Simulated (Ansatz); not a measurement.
Input of an Ansatz 0.2.0 run:

input.yaml

```yaml
crystal:
  lattice:
    - [3.2305756168, 0.0, 0.0]
    - [-1.6152878084, 2.797760553, 0.0]
    - [0.0, 0.0, 10.790562]
  atoms:
    - { symbol: Sn, position: [0.0, 0.0, 0.0] }
    - { symbol: Sn, position: [0.0, 0.0, 0.5] }
    - { symbol: O, position: [0.3333333333, 0.6666666667, 0.905862] }
    - { symbol: O, position: [0.3333333333, 0.6666666667, 0.594138] }
    - { symbol: O, position: [0.6666666667, 0.3333333333, 0.094138] }
    - { symbol: O, position: [0.6666666667, 0.3333333333, 0.405862] }
hamiltonian:
  xc: r2scan
  pseudopotentials: { kind: paw }
kpoints:
  mp_grid: { grid: [9, 9, 3] }
scf:
  occupations: { method: fermi_dirac, width: 0.05 }
output:
  forces: true
  stress: true
  eigenvalues: true
  write_density: true
  write_potential: true
  elf: true
  volumetric_format: npy
relax:
  f_tol: 0.01
  max_steps: 40
  cell: { stress_tol: 0.05 }
```

Potentials or basis: Ansatz PAW.

The run is started by

```console
$ ansatz run input.yaml --threads 2 --pin off --max-ram 5632MiB --backend cpu --events-out ev --progress --plain --runs-dir out
```

Task: Estimate the relaxed volume.

Result: 16.29 Å³/atom.

Task: Predict the band gap on the k mesh.

Result: 3.03 eV, indirect (least direct gap 3.54 eV).

Task: What does it give for the space group after relaxing (to 0.05 Å)?

Result: P6_3/mmc (No. 194).

Final structure:
```yaml
crystal:
  lattice:
    - [3.18864, 0.00000, 0.00000]
    - [-1.59432, 2.76144, 0.00000]
    - [0.00000, 0.00000, 11.10045]
  atoms:
    - { symbol: Sn, position: [0.00000, 0.00000, 0.00000] }
    - { symbol: Sn, position: [0.00000, 0.00000, 0.50000] }
    - { symbol: O, position: [0.33333, 0.66667, 0.91070] }
    - { symbol: O, position: [0.33333, 0.66667, 0.58930] }
    - { symbol: O, position: [0.66667, 0.33333, 0.08930] }
    - { symbol: O, position: [0.66667, 0.33333, 0.41070] }
```

Caveat: odd divisions of the mesh miss points on the zone boundary, where band edges often lie, so the gap on the mesh can be too wide; the plane-wave basis is chosen anew once the cell has moved, so the energies of steps on either side of that aren't comparable; spin-orbit coupling is left out, which moves the levels of the heavy elements; the PAW data sets come from PBE, with cores solved anew for the run's functional, which leaves a small shift of forces and pressure. r2SCAN opens gaps a little over a GGA but as a rule still falls short of measured ones.
